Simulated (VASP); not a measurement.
A run of VASP 6.6.1 is set up as follows.

INCAR

```
PREC = Accurate
ENCUT = 520
EDIFF = 1E-6
ISMEAR = -1
SIGMA = 0.05
LREAL = False
LASPH = True
NELM = 60
ALGO = Normal
ISIF = 2
LWAVE = False
LCHARG = False
MAGMOM = 0 0 0
LORBIT = 11
LSORBIT = True
GGA_COMPAT = False
LMAXMIX = 4
METAGGA = R2SCAN
LMIXTAU = True
NBANDS = 21
```

Contents of KPOINTS:

```
regular mesh
0
Gamma
  9 9 9
```

File POSCAR:

```
Pt
1.0
    0.0000000000      1.9609000000      1.9609000000
    1.9609000000      0.0000000000      1.9609000000
    1.9609000000      1.9609000000      0.0000000000
Pt
1
Direct
    0.0000000000      0.0000000000      0.0000000000
```

Contents of KPOINTS_OPT:

```
path GXWKGLUWLK,UX
15
line-mode
reciprocal
 0.0000000000  0.0000000000  0.0000000000  G
 0.5000000000  0.0000000000  0.5000000000  X

 0.5000000000  0.0000000000  0.5000000000  X
 0.5000000000  0.2500000000  0.7500000000  W

 0.5000000000  0.2500000000  0.7500000000  W
 0.3750000000  0.3750000000  0.7500000000  K

 0.3750000000  0.3750000000  0.7500000000  K
 0.0000000000  0.0000000000  0.0000000000  G

 0.0000000000  0.0000000000  0.0000000000  G
 0.5000000000  0.5000000000  0.5000000000  L

 0.5000000000  0.5000000000  0.5000000000  L
 0.6250000000  0.2500000000  0.6250000000  U

 0.6250000000  0.2500000000  0.6250000000  U
 0.5000000000  0.2500000000  0.7500000000  W

 0.5000000000  0.2500000000  0.7500000000  W
 0.5000000000  0.5000000000  0.5000000000  L

 0.5000000000  0.5000000000  0.5000000000  L
 0.3750000000  0.3750000000  0.7500000000  K

 0.6250000000  0.2500000000  0.6250000000  U
 0.5000000000  0.0000000000  0.5000000000  X
```

Potentials or basis: VASP PAW PBE potentials, release 64 (Pt).

Run with:

```sh
$ cat potpaw_PBE.64/Pt/POTCAR > POTCAR
$ mpirun -np 1 vasp_ncl > vasp.out
```

(1) What does it give for the pressure?

Results:

(1) 4.8 GPa.

Caveat: the PAW data sets were made with another functional, which shifts forces and pressure a little.
